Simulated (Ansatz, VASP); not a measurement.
## Pt in VASP and in Ansatz

INCAR

```
ALGO = Normal
EDIFF = 1E-6
ENCUT = 520
GGA = PS
ISIF = 2
ISMEAR = 1
LASPH = T
LCHARG = T
LELF = T
LREAL = F
LVHAR = T
LWAVE = F
NBANDS = 17
NELM = 60
PREC = Accurate
SIGMA = 0.1
```

Contents of KPOINTS:

```
k-points
0
Gamma
  7 7 4
```

File POSCAR:

```
Pt
1.0
    2.6981238438      0.0003207810     -0.0003651218
   -1.3487850402      2.3464843151     -0.0034074964
   -0.0006371286     -0.0072112837      4.7731581951
Pt
2
Direct
    0.6561495187      0.3242333256      0.7304014173
    0.3268993053      0.7160286338      0.2287546957
```

Input for Ansatz:

```yaml
crystal:
  lattice:
    - [2.6981238437789408, 0.0003207810099114502, -0.0003651218498723514]
    - [-1.3487850401744967, 2.346484315134848, -0.0034074963959164267]
    - [-0.0006371285968926325, -0.007211283696250465, 4.773158195081491]
  atoms:
    - { symbol: Pt, position: [0.6561495187394333, 0.3242333255643686, 0.7304014173221621] }
    - { symbol: Pt, position: [0.3268993052779112, 0.7160286337785883, 0.22875469566545525] }
kpoints:
  mp_grid:
    grid: [7, 7, 4]
hamiltonian:
  xc: pbesol
  pseudopotentials:
    kind: paw
scf:
  occupations:
    method: cold
output:
  forces: true
  stress: true
```

This isn't the form of Pt at room conditions, which is fcc.

Alike in both runs: task single point; functional PBEsol; k mesh 7 × 7 × 4; no spin polarisation.

|  | VASP | Ansatz |
| --- | --- | --- |
| version | VASP 6.6.1 | Ansatz 0.2.0 |
| potentials or method | VASP PAW PBE potentials, release 64 (Pt) | plane waves, PAW |
| plane-wave cutoff (eV) | 520 | 420 |
| occupations | methfessel-paxton of order 1, width 0.1 eV | cold |
| valence electrons in the cell | 20 | 36 |

|  | VASP | Ansatz | Ansatz less VASP |
| --- | --- | --- | --- |
| pressure (GPa) | 1.1 | 1.5 | +0.38 |
| largest component of the traceless stress (GPa) | 1.85 | 2.03 | +0.183 |
| rms of the force components (eV/Å) | 0.070 | 0.072 | +0.0017 |

Atom by atom the forces differ by 0.009 eV/Å (rms over components). The two sets of potentials don't hold the same shells in valence.

Caveats: the k mesh is coarse (spacing up to 0.38 Å⁻¹), so the values aren't converged; the PAW data sets were made with another functional, which shifts forces and pressure a little (VASP). The runs have no spin-orbit coupling, so splittings on Pt are missing.
